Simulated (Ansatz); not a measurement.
## HfB (Fm-3m): electronic heat capacity and spin susceptibility from the density of states

The calculation used DFT PBEsol, scalar-relativistic, plane waves, PAW in Ansatz.

Settings: cutoff 420 eV, Γ-centred mesh 16×16×16 on the computed 2-atom cell, Gaussian smearing of 0.10 eV; no spin polarisation.

Relaxed cell: Fm-3m, a = 4.788 Å, b = 4.788 Å, c = 4.788 Å, α = 90.00°, β = 90.00°, γ = 90.00°, 2 atoms in the primitive cell. Whether it is the stable form of this composition wasn't checked.

The density of states at the Fermi level is 1.056 states/eV in the cell of 2 atoms (1 formula unit; both spins, tetrahedra on a 24×24×24 mesh). Averaged over bins of 0.1 eV the density runs from 0.9 to 1.3 states/eV within 0.2 eV of the Fermi level, so the figure hangs on the exact place of that level.

What Sommerfeld coefficient and Pauli susceptibility does this give?

Per formula unit N(E_F) = 1.056 states/eV. γ = (π²/3) k_B² N(E_F) N_A = 2.357 mJ/(mol K²) per state/eV, so γ = 2.5 mJ/(mol K²), a mole of formula units. χ_P = μ_B² N(E_F) N_A = 3.23×10⁻⁵ emu/mol per state/eV gives 3.4×10⁻⁵ emu/mol. This is the bare band result: a measured γ of the same phase is as a rule larger by a factor 1 + λ from phonons and spin fluctuations, the spin part of χ is larger by the Stoner factor, and a measured χ also holds orbital and core terms. N(E_F) at one energy is sensitive to the mesh where the density of states has sharp peaks.

Spin-orbit coupling is left out, which matters for the bands of heavy elements.